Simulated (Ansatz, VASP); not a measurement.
**BAs: VASP beside Ansatz**

```
B As
1.0
     0.00000    2.36593    2.36593
     2.36593    0.00000    2.36593
     2.36593    2.36593    0.00000
B As
1 1
Cartesian
  0.0000 0.0000 0.0000
  1.1830 1.1830 1.1830
```

Alike in both runs: functional LDA; k mesh 10 × 10 × 10; occupations gaussian, width 0.02 eV; no spin polarisation.

Ansatz relaxed the structure, and its values are those at the end. VASP's run is a single point on that final structure, the one shown.

|  | VASP | Ansatz |
| --- | --- | --- |
| version | VASP 6.6.1 | Ansatz 0.2.0 |
| potentials or method | VASP PAW LDA potentials, release 64 (B, As) | scalar-relativistic, plane waves, PAW |
| plane-wave cutoff (eV) | 520 | 420 |
| valence electrons in the cell | 8 | 18 |

|  | VASP | Ansatz | Ansatz less VASP |
| --- | --- | --- | --- |
| gap on the k mesh at the Fermi level (eV) | 1.10 | 1.10 | +0.008 |
| least direct gap on the mesh (eV) | 3.29 | 3.29 | +0.004 |
| pressure (GPa) | 1.0 | 0.0 | -0.96 |

The two sets of potentials don't hold the same shells in valence.

A k mesh can miss the band edges. Expect the measured gap to be larger: semilocal functionals such as LDA lack the derivative discontinuity.
